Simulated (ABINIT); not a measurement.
# Al in ABINIT: notebook

The runs below take Al through work function, projected density of states, with PBE, LDA.

All numbers are computed with ABINIT 10.8.3 (patched build); they aren't measurements. Logs are shortened: lines on timing, memory, paths and dates and some standing lists are left out, and cuts for length are marked. The log counts tension as positive stress, the text compression.

## 1. The slab as given

The cell holds a slab with vacuum, 5 atoms: a = 2.827 Å, b = 2.827 Å, c = 24.186 Å, α = 90.00°, β = 90.00°, γ = 120.00°.

## 2. Work function, PBE

run.abi

```
# Pseudopotentials
pp_dirpath "./"
pseudos "Al.GGA_PBE-JTH.xml"

# Structure
acell 3*1.0 Angstrom
rprim
     2.8270770200     0.0000000000     0.0000000000
    -1.4135385100     2.4483205200     0.0000000000
     0.0000000000     0.0000000000    24.1859930700
ntypat 1
znucl 13
natom 5
typat 1 1 1 1 1
xred
     0.0000000000     0.0000000000  343638.9078830900
     0.3333333300     0.6666666700  142594.4054817300
     0.0000000000     0.0000000000     0.5000000000
     0.6666666700     0.3333333300  -142593.4054817300
     0.0000000000     0.0000000000  -343637.9078830900
chkprim 0
chksymtnons 0
tolsym 1.0e-6

# Plane-wave basis
ecut 15.0
pawecutdg 30.0
pawxcdev 0

# k points
kptopt 1
ngkpt 11 11 1
nshiftk 1
shiftk 0.0 0.0 0.0

# Exchange and correlation
ixc 11

# Bands and occupations
nband 12
occopt 3
tsmear 0.05 eV

# SCF cycle
nstep 120
tolvrs 1.0e-9
iprcel 45

# Output
iomode 3
prtwf 0
prteig 0
prtebands 0
enunit 1
prtden 1
prtvha 1
prtvclmb 1
prtpot 1
```

Potentials or basis: JTH PAW PBE v2.0.

Started as:

```sh
> mpirun --bind-to none -np 4 abinit run.abi > log 2>&1
```

run.abo:

```text
.Version 10.8.3 of ABINIT
 Symmetries : space group P-3 m 1 (#164); Bravais hP (primitive hexag.)
================================================================================
 Values of the parameters that define the memory need of the present run
     intxc =       0    ionmov =       0      iscf =      17    lmnmax =       8
     lnmax =       4     mgfft =     160  mpssoang =       2    mqgrid =   11270
     natom =       5  nloc_mem =       2    nspden =       1   nspinor =       1
    nsppol =       1      nsym =      12    n1xccc =       1    ntypat =       1
    occopt =       3   xclevel =       2
       mpw =        3157          nfft =       64000          nkpt =          16
Pmy_natom=         2
 PAW method is used; the additional fine FFT grid is defined by:
   mgfftf=       240    nfftf =    216000
 For the susceptibility and dielectric matrices, or tddft :
   mgfft =        96  nbnd_in_blk=     6    nfft =     13824     npw =       169
================================================================================
================================================================================

--------------------------------------------------------------------------------
------------- Echo of variables that govern the present computation ------------
--------------------------------------------------------------------------------
 -outvars: echo values of preprocessed input variables --------
            acell      1.8897261259E+00  1.8897261259E+00  1.8897261259E+00 Bohr
              amu      2.69815390E+01
          chkprim           0
      chksymtnons           0
           diemix      1.00000000E+00
             ecut      1.50000000E+01 Hartree
           enunit           1
           iprcel          45
              ixc          11
         kptrlatt       11    0    0      0   11    0      0    0    1
          kptrlen      5.87664144E+01
            natom           5
            nband          12
            ngfft          20      20     160
          ngfftdg          30      30     240
             nkpt          16
            nstep         120
             nsym          12
           ntypat           1
           occopt           3
        pawecutdg      3.00000000E+01 Hartree
         pawxcdev           0
        prtebands           0
           prteig           0
           prtpot           1
         prtvclmb           1
           prtvha           1
            prtwf           0
            rprim      2.8270770200E+00  0.0000000000E+00  0.0000000000E+00
                      -1.4135385100E+00  2.4483205200E+00  0.0000000000E+00
                       0.0000000000E+00  0.0000000000E+00  2.4185993070E+01
          spgroup         164
           tolsym      1.00000000E-06
           tolvrs      1.00000000E-09
           tsmear      1.83746611E-03 Hartree
            typat      1  1  1  1  1
           useylm           1
           xangst      0.0000000000E+00  0.0000000000E+00  8.3112482446E+06
                       1.4352347442E-16  1.6322136800E+00  3.4487873028E+06
                       0.0000000000E+00  0.0000000000E+00  1.2092996535E+01
                       1.4135385100E+00  8.1610684000E-01 -3.4487631168E+06
                       0.0000000000E+00  0.0000000000E+00 -8.3112240586E+06
            xcart      0.0000000000E+00  0.0000000000E+00  1.5705982947E+07
                       2.7122005929E-16  3.0844368342E+00  6.5172634688E+06
                       0.0000000000E+00  0.0000000000E+00  2.2852451493E+01
                       2.6712006523E+00  1.5422184171E+00 -6.5172177639E+06
                       0.0000000000E+00  0.0000000000E+00 -1.5705937242E+07
             xred      0.0000000000E+00  0.0000000000E+00  3.4363890788E+05
                       3.3333333333E-01  6.6666666667E-01  1.4259440548E+05
                       0.0000000000E+00  0.0000000000E+00  5.0000000000E-01
                       6.6666666667E-01  3.3333333333E-01 -1.4259340548E+05
                       0.0000000000E+00  0.0000000000E+00 -3.4363790788E+05
            znucl       13.00000

================================================================================

 chkinp: Checking input parameters for consistency.

================================================================================
== DATASET  1 ==================================================================

--- !DatasetInfo
iteration_state: {dtset: 1, }
dimensions: {natom: 5, nkpt: 16, mband: 12, nsppol: 1, nspinor: 1, nspden: 1, mpw: 3157, }
cutoff_energies: {ecut:  15.0, pawecutdg:  30.0, }
electrons: {nelect:   1.50000000E+01, charge:   0.00000000E+00, occopt:   3.00000000E+00, tsmear:   1.83746611E-03, }
meta: {optdriver: 0, ionmov: 0, optcell: 0, iscf: 17, paral_kgb: 0, }
...

 Exchange-correlation functional for the present dataset will be:
[... 110 lines left out ...]
force_length_stats: {min:   3.46944695E-19, max:   5.51849568E-03, mean:   3.13002484E-03, }
...

 Integrated electronic density in atomic spheres:
 ------------------------------------------------
 Atom  Sphere_radius  Integrated_density
    1        1.90363          0.70555440
    2        1.90363          0.73936874
    3        1.90363          0.76909521
    4        1.90363          0.73936874
    5        1.90363          0.70555440

================================================================================

 ----iterations are completed or convergence reached----

 Mean square residual over all n,k,spin=   42.146E-11; max=  76.334E-09
 reduced coordinates (array xred) for    5 atoms
       0.000000000000      0.000000000000 343638.907883090025
       0.333333333333      0.666666666667 142594.405481730064
       0.000000000000      0.000000000000      0.500000000000
       0.666666666667      0.333333333333-142593.405481730064
       0.000000000000      0.000000000000-343637.907883090025
 rms dE/dt=  9.9820E-02; max dE/dt=  2.5222E-01; dE/dt below (all hartree)
    1       0.000000000000      0.000000000000     -0.105421394511
    2      -0.000000000000      0.000000000000      0.252222309695
    3       0.000000000000      0.000000000000      0.000000000000
    4      -0.000000000000     -0.000000000000     -0.252222309695
    5       0.000000000000      0.000000000000      0.105421394511

 cartesian coordinates (angstrom) at end:
    1          0.00000000000000         0.00000000000000   8311248.24464278295636
    2         -0.00000000000000         1.63221368000000   3448787.30280189309269
    3      0.00000000000000     0.00000000000000    12.09299653500000
    4          1.41353851000000         0.81610684000000  -3448763.11680882330984
    5          0.00000000000000         0.00000000000000  -8311224.05864971224219

 cartesian forces (hartree/bohr) at end:
    1     -0.00000000000000    -0.00000000000000     0.00230656642122
    2      0.00000000000000    -0.00000000000000    -0.00551849568034
    3     -0.00000000000000    -0.00000000000000    -0.00000000000000
    4      0.00000000000000     0.00000000000000     0.00551849568034
    5     -0.00000000000000    -0.00000000000000    -0.00230656642122
 frms,max,avg= 2.1840038E-03 5.5184957E-03   0.000E+00  0.000E+00  0.000E+00 h/b

 cartesian forces (eV/Angstrom) at end:
    1     -0.00000000000000    -0.00000000000000     0.11860841423084
    2      0.00000000000000    -0.00000000000000    -0.28377245743454
    3     -0.00000000000000    -0.00000000000000    -0.00000000000000
    4      0.00000000000000     0.00000000000000     0.28377245743454
    5     -0.00000000000000    -0.00000000000000    -0.11860841423084
 frms,max,avg= 1.1230599E-01 2.8377246E-01   0.000E+00  0.000E+00  0.000E+00 e/A
 length scales=  1.889726125908  1.889726125908  1.889726125908 bohr
              =  1.000000000000  1.000000000000  1.000000000000 angstroms
 Fermi (or HOMO) energy (eV) =   2.47519   Average Vxc (eV)=  -6.50319
 Eigenvalues (   eV  ) for nkpt=  16  k points:
 kpt#   1, nband= 12, wtk=  0.00826, kpt=  0.0000  0.0000  0.0000 (reduced coord)
  -8.39401   -6.63878   -5.85327   -5.66500   -3.86118   -0.74478    0.09434    1.26093
   2.87999    5.19192    5.32268    7.05414
 prteigrs : prtvol=0 or 1, do not print more k-points.

--- !EnergyTerms
iteration_state     : {dtset: 1, }
comment             : Components of total free energy in Hartree
kinetic             :  3.82229113750723E+00
hartree             :  1.30067642848534E+01
xc                  : -5.15487365037944E+00
Ewald energy        :  2.63946260208076E+00
psp_core            : -2.42460113577384E-01
local_psp           : -2.78089076286835E+01
PAW spherical_terms :  3.28974425966348E+00
internal            : -1.04479791085354E+01
'-kT*entropy'       : -5.99280780055602E-04
total_energy        : -1.04485783893154E+01
total_energy_eV     : -2.84320302273073E+02
...

--- !EnergyTermsDC
iteration_state     : {dtset: 1, }
comment             : '"Double-counting" decomposition of free energy'
band_energy         : -8.34469568895742E-01
Ewald energy        :  2.63946260208076E+00
psp_core            : -2.42460113577384E-01
xc_dc               : -1.29156558250196E+01
PAW spherical_terms :  9.05148815020848E-01
internal            : -1.04479740903911E+01
'-kT*entropy'       : -5.99280780055602E-04
total_energy_dc     : -1.04485733711712E+01
total_energy_dc_eV  : -2.84320165722411E+02
...

--- !EnergyTermsWithPAWCore
iteration_state     : {dtset: 1, }
comment             : 'Components of total free energy, including PAW core contributions'
Total energy        : -1.21403438820471E+03
Total energy DC     : -1.21403438318657E+03
Total energy (eV)   : -3.30355586533416E+04
Total energy DC (eV): -3.30355585167909E+04
...

 Cartesian components of stress tensor (hartree/bohr^3)
  sigma(1 1)=  7.97776048E-05  sigma(3 2)=  0.00000000E+00
  sigma(2 2)=  7.97776051E-05  sigma(3 1)=  0.00000000E+00
  sigma(3 3)= -2.33815541E-05  sigma(2 1)=  0.00000000E+00

-Cartesian components of stress tensor (GPa)         [Pressure= -1.3355E+00 GPa]
- sigma(1 1)=  2.34713817E+00  sigma(3 2)=  0.00000000E+00
- sigma(2 2)=  2.34713818E+00  sigma(3 1)=  0.00000000E+00
- sigma(3 3)= -6.87909071E-01  sigma(2 1)=  0.00000000E+00

== END DATASET(S) ==============================================================
================================================================================

 -outvars: echo values of variables after computation  --------
            acell      1.8897261259E+00  1.8897261259E+00  1.8897261259E+00 Bohr
           etotal     -1.0448573371E+01
            fcart     -2.6397734936E-28 -3.1318082546E-28  2.3065664212E-03
                       1.8963527961E-28 -5.1687567129E-28 -5.5184956803E-03
                      -2.1357594614E-28 -2.8408156177E-28 -3.4694469520E-19
                       5.9284650537E-28  1.5782713144E-27  5.5184956803E-03
                      -3.0492848948E-28 -4.6413325585E-28 -2.3065664212E-03
            rprim      2.8270770200E+00  0.0000000000E+00  0.0000000000E+00
                      -1.4135385100E+00  2.4483205200E+00  0.0000000000E+00
                       0.0000000000E+00  0.0000000000E+00  2.4185993070E+01
           strten      7.9777604835E-05  7.9777605080E-05 -2.3381554096E-05
                       0.0000000000E+00  0.0000000000E+00  0.0000000000E+00
           xangst      0.0000000000E+00  0.0000000000E+00  8.3112482446E+06
                      -3.2648030418E-16  1.6322136800E+00  3.4487873028E+06
                       0.0000000000E+00  0.0000000000E+00  1.2092996535E+01
                       1.4135385100E+00  8.1610684000E-01 -3.4487631168E+06
                       0.0000000000E+00  0.0000000000E+00 -8.3112240586E+06
             xred      0.0000000000E+00  0.0000000000E+00  3.4363890788E+05
                       3.3333333333E-01  6.6666666667E-01  1.4259440548E+05
                       0.0000000000E+00  0.0000000000E+00  5.0000000000E-01
                       6.6666666667E-01  3.3333333333E-01 -1.4259340548E+05
                       0.0000000000E+00  0.0000000000E+00 -3.4363790788E+05
 Calculation completed.
```

Wall time 20 s (4 MPI ranks of Arm Neoverse V2, shared host); peak memory 0.52 GiB.

What came out:

| Quantity | Value |
| --- | --- |
| Free energy | -284.3202 eV |
| Largest force | 0.284 eV/Å |
| Band gap on the k mesh | none (metal or under the smearing width) |
| Valence electrons inside the program's atomic spheres | Al 0.71, 0.74, 0.77 (radii [1.0074] Å) |
| Work function | 4.02 eV |

Forces in eV/Å, atoms in the order of the input:
```
Al   0.000  0.000  0.119
Al   0.000  0.000 -0.284
Al   0.000  0.000  0.000
Al   0.000  0.000  0.284
Al   0.000  0.000 -0.119
```

Levels at points of the mesh, in eV from the Fermi level:
| k point | band 4 | band 5 | band 6 | band 7 | band 8 | band 9 | band 10 | band 11 |
| --- | --- | --- | --- | --- | --- | --- | --- | --- |
| (0.00, 0.00, 0.00) | -8.14 | -6.34 | -3.22 | -2.38 | -1.21 | 0.40 | 2.72 | 2.85 |

## 3. Projected density of states, LDA

run.abi

```
ndtset 2

pp_dirpath "./"
pseudos "Al.LDA_PW-JTH.xml"

acell 3*1.0 Angstrom
rprim
     2.8270770242     0.0000000000     0.0000000000
    -1.4135385121     2.4483205214     0.0000000000
     0.0000000000     0.0000000000    24.1859930700
ntypat 1
znucl 13
natom 5
typat 1 1 1 1 1
xred
     0.0000000000     0.0000000000     0.3100968390
     0.3333333300     0.6666666600     0.4050484195
     0.0000000000     0.0000000000     0.5000000000
     0.6666666700     0.3333333400     0.5949515805
     0.0000000000     0.0000000000     0.6899031610
chkprim 0
chksymtnons 0
tolsym 1.0e-6

ecut 408.170794 eV
pawecutdg 30.0

ixc 7

occopt 3
tsmear 0.05 eV

nstep 120
iprcel 45

iomode 3
prtwf 0
prteig 0
prtebands 0
enunit 2
prtvol 2
prtden1 1

kptopt1 1
ngkpt1 11 11 1
nshiftk1 1
shiftk1 0.0 0.0 0.0
nband1 12
tolvrs1 1.0e-9

iscf2 -3
getden2 1
nband2 16
nbdbuf2 4
tolwfr2 1.0e-10
kptopt2 1
ngkpt2 15 15 1
nshiftk2 1
shiftk2 0.0 0.0 0.0
prtdos2 3
dosdeltae2 0.02 eV
natsph 5
iatsph 1 2 3 4 5
```

Potentials or basis: JTH PAW LDA v2.0.

Started as:

```sh
> mpirun --bind-to none -np 4 abinit run.abi > log 2>&1
```

It took 45 s on 4 MPI ranks of Arm Neoverse V2, shared host; peak memory 0.6 GiB.

The run converged. Its results:

```yaml
Free_energy: -288.9216 eV
Largest_force: 0.104 eV/Å
Band_gap_on_the_k_mesh: none (metal or under the smearing width)
Valence_electrons_inside_the_program's_atomic_spheres: Al 0.75, 0.78 (radii [1.0074] Å)
```

Forces in eV/Å, atoms in the order of the input:
```
Al   0.000  0.000 -0.104
Al   0.000  0.000  0.074
Al   0.000  0.000  0.000
Al   0.000  0.000 -0.074
Al   0.000  0.000  0.104
```

Levels at points of the mesh, in eV from the Fermi level:
```csv
k point,band 3,band 4,band 5,band 6,band 7,band 8,band 9,band 10,band 11,band 12
"(0.00, 0.00, 0.00)",-9.25,-7.66,-5.69,-3.64,-1.16,1.22,3.04,4.15,4.40,6.18
```

States per cell in windows of 0.5 eV (zero at the Fermi level; states under -8 eV left out):
| from (eV) | total | Al5 p | Al1 p | Al3 p | Al2 p | Al4 p | Al1 s |
| --- | --- | --- | --- | --- | --- | --- | --- |
| -8.0 | 0.47 | 0.00 | 0.00 | 0.01 | 0.01 | 0.01 | 0.02 |
| -7.5 | 0.65 | 0.01 | 0.01 | 0.01 | 0.01 | 0.01 | 0.03 |
| -7.0 | 0.58 | 0.01 | 0.01 | 0.01 | 0.01 | 0.01 | 0.02 |
| -6.5 | 0.59 | 0.01 | 0.01 | 0.01 | 0.01 | 0.01 | 0.02 |
| -6.0 | 0.74 | 0.01 | 0.01 | 0.01 | 0.01 | 0.01 | 0.03 |
| -5.5 | 0.79 | 0.01 | 0.01 | 0.02 | 0.02 | 0.02 | 0.03 |
| -5.0 | 0.74 | 0.01 | 0.01 | 0.02 | 0.01 | 0.01 | 0.02 |
| -4.5 | 0.82 | 0.02 | 0.02 | 0.02 | 0.02 | 0.02 | 0.02 |
| -4.0 | 0.84 | 0.02 | 0.02 | 0.02 | 0.02 | 0.02 | 0.02 |
| -3.5 | 0.82 | 0.03 | 0.03 | 0.02 | 0.02 | 0.02 | 0.01 |
| -3.0 | 1.07 | 0.03 | 0.03 | 0.03 | 0.03 | 0.03 | 0.02 |
| -2.5 | 0.70 | 0.02 | 0.02 | 0.02 | 0.02 | 0.02 | 0.02 |
| -2.0 | 0.83 | 0.02 | 0.02 | 0.02 | 0.02 | 0.02 | 0.02 |
| -1.5 | 1.17 | 0.03 | 0.03 | 0.03 | 0.03 | 0.03 | 0.03 |
| -1.0 | 1.04 | 0.03 | 0.03 | 0.02 | 0.03 | 0.03 | 0.03 |
| -0.5 | 0.84 | 0.02 | 0.02 | 0.02 | 0.02 | 0.02 | 0.01 |
| 0.0 | 1.48 | 0.04 | 0.04 | 0.04 | 0.04 | 0.04 | 0.02 |
| 0.5 | 0.98 | 0.03 | 0.03 | 0.03 | 0.02 | 0.02 | 0.02 |
| 1.0 | 1.06 | 0.03 | 0.03 | 0.03 | 0.02 | 0.02 | 0.02 |
| 1.5 | 1.35 | 0.04 | 0.04 | 0.04 | 0.03 | 0.03 | 0.02 |
| 2.0 | 1.29 | 0.04 | 0.04 | 0.04 | 0.03 | 0.03 | 0.02 |
| 2.5 | 1.18 | 0.04 | 0.04 | 0.03 | 0.03 | 0.03 | 0.02 |
| 3.0 | 1.34 | 0.04 | 0.04 | 0.03 | 0.03 | 0.03 | 0.02 |
| 3.5 | 1.60 | 0.05 | 0.05 | 0.04 | 0.04 | 0.04 | 0.02 |
| 4.0 | 1.28 | 0.04 | 0.04 | 0.03 | 0.03 | 0.03 | 0.01 |
| 4.5 | 1.64 | 0.04 | 0.04 | 0.03 | 0.04 | 0.04 | 0.01 |
| 5.0 | 1.10 | 0.03 | 0.03 | 0.03 | 0.03 | 0.03 | 0.01 |
| 5.5 | 1.13 | 0.03 | 0.03 | 0.03 | 0.03 | 0.03 | 0.01 |
| 6.0 | 1.02 | 0.02 | 0.02 | 0.03 | 0.03 | 0.03 | 0.00 |
| 6.5 | 0.32 | 0.01 | 0.01 | 0.01 | 0.01 | 0.01 | 0.00 |
| 7.0 | 0.17 | 0.00 | 0.00 | 0.01 | 0.00 | 0.00 | 0.00 |
| 7.5 | 0.13 | 0.00 | 0.00 | 0.01 | 0.00 | 0.00 | 0.00 |
